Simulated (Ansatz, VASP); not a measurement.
# One calculation of Sr, two programs

```xyz
1
Lattice="-2.4250 2.4250 2.4250 2.4250 -2.4250 2.4250 2.4250 2.4250 -2.4250" Properties=species:S:1:pos:R:3 pbc="T T T"
Sr    0.0000    0.0000    0.0000
```

Alike in both runs: task electric field gradients; functional PBE; k mesh 12 × 12 × 12; occupations fermi-dirac, width 0.05 eV; no spin polarisation.

|  | VASP | Ansatz |
| --- | --- | --- |
| version | VASP 6.6.1 | Ansatz 0.2.0 |
| potentials or method | VASP PAW PBE potentials, release 64 (Sr_sv), cutoff 520 eV | all-electron PAW with datasets made for the crystal, scalar-relativistic |

```tsv
	VASP	Ansatz	Ansatz less VASP
pressure (GPa)	-0.6	-0.6	0.00
Vzz of the field gradient on the site that differs most (V/Å²)	0.0	0.0	0.00
```

Ansatz ran all-electron here, so the differences hold the error of VASP's frozen core and of both bases. Ansatz warned: «gradients_without_spin_orbit».
